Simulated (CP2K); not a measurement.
**FeO under changes of volume**

One of the cells (10.695 Å³/atom); the others are scaled copies at fixed shape and fractional positions:

```xyz
2
Lattice="3.0780 0.0000 0.0000 -0.2576 3.0672 0.0000 -1.4102 -1.5336 2.2657" Properties=species:S:1:pos:R:3 pbc="T T T"
Fe    0.0000    0.0000    0.0000
O     1.4102    1.5336    0.0000
```

The cell comes from a database or a generator and needn't be the stable form of this composition.

* Program: CP2K 2026.2
* Functional: PBE
* Potentials or basis: POTENTIAL_UZH Fe GTH-PBE-q16, O GTH-PBE-q6; TZVP-MOLOPT-PBE-GTH basis
* Density cutoff: 8163 eV
* k mesh: 12 × 12 × 12
* Occupations: fermi-dirac, width 0.05 eV
* Spin: collinear spin, ferromagnetic start
* Starting moments: [3.0, 0.0] μB

```tsv
volume (Å³/atom)	energy over the lowest point (meV/atom)	pressure (GPa)
10.053	0.01	2.0
10.267	0.00	-1.8
10.481	4.83	-5.2
10.695	13.97	-8.2
10.909	26.95	-10.9
11.123	43.28	-13.3
11.337	?	?
```

Task: What does the run at 11.337 Å³/atom give?

Result: Energy over the lowest point 62.35 meV/atom; pressure -15.3 GPa.

Worked out: A Birch-Murnaghan fit of order 3 (a polynomial in V^(-2/3)) to the other rows has its minimum at 10.16 Å³/atom with B0 = V·E''(V) = 183 GPa and B' = 4.7 at fixed shape and positions, which overstates the stiffness. It gives 62.62 meV/atom at 11.337 Å³/atom, against the run's 62.35, and -dE/dV = -15.5 GPa, against -15.3.

Energies are extrapolated to zero smearing.

Caveats: the basis of atomic orbitals isn't converged, which shifts pressures, moduli and gaps; the total moment is fixed, so each spin has its own Fermi level; a cell with one magnetic atom can't hold antiferromagnetic order, which such compounds often take.
